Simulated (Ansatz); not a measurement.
The elements of this relaxed trial crystal are hidden behind letters.

```
lattice vectors (Å)
   4.0610    0.0000    0.0000
   0.0000    4.0610    0.0000
   0.0000    0.0000   11.4757
fractional positions
X 0.5000 0.5000 0.0000
Z 0.0000 0.0000 0.7503
Z 0.0000 0.0000 0.2497
Z 0.5000 0.5000 0.5000
Q 0.5000 0.0000 0.1241
Q 0.0000 0.5000 0.3749
Q 0.5000 0.0000 0.6251
Q 0.0000 0.5000 0.8759
```

Computed with Ansatz, DFT PBE, scalar-relativistic, plane waves, PAW. Settings of the last relaxation (8-atom cell): 420 eV, 10×10×4 k points, Gaussian smearing of 0.02 eV, no spin polarisation.

* Space group: P-4m2 (No. 115)
* Conventional cell: a = 4.061 Å, c = 11.476 Å
* Volume per atom: 23.66 Å³
* Density: 4.70 g/cm³
* Energy over the elements: −0.384 eV/atom
* Gap on the 10×10×4 mesh of the 8-atom cell: 0.52 eV

Energies are uncorrected and count from the elements' standard states at the same level.

**Question.** X is a p-block element of period 3, Z is a p-block element of period 4 and Q is a p-block element of period 4. Which elements are they?

**Answer.** X = Al, Z = Ga, Q = As, so the formula is AlGa3As4. Density times volume gives a mean mass of 4.70 × 23.66/1.6605 = 67.0 u per atom, and this set has 67.0 u. Al has 4 As at 2.48 Å; Ga on a site of symmetry 2mm is surrounded by 4 As at 2.49 Å; As on its first site is surrounded by 2 Al at 2.48 Å and 2 Ga at 2.49 Å; 2 more sites not described. Other sets within the hints have nearly the same mass, so mass alone doesn't settle it; this one was computed.

Kohn–Sham gaps at this level usually fall short of measured ones. Symmetry constrained the relaxation, so the result can be a saddle point.
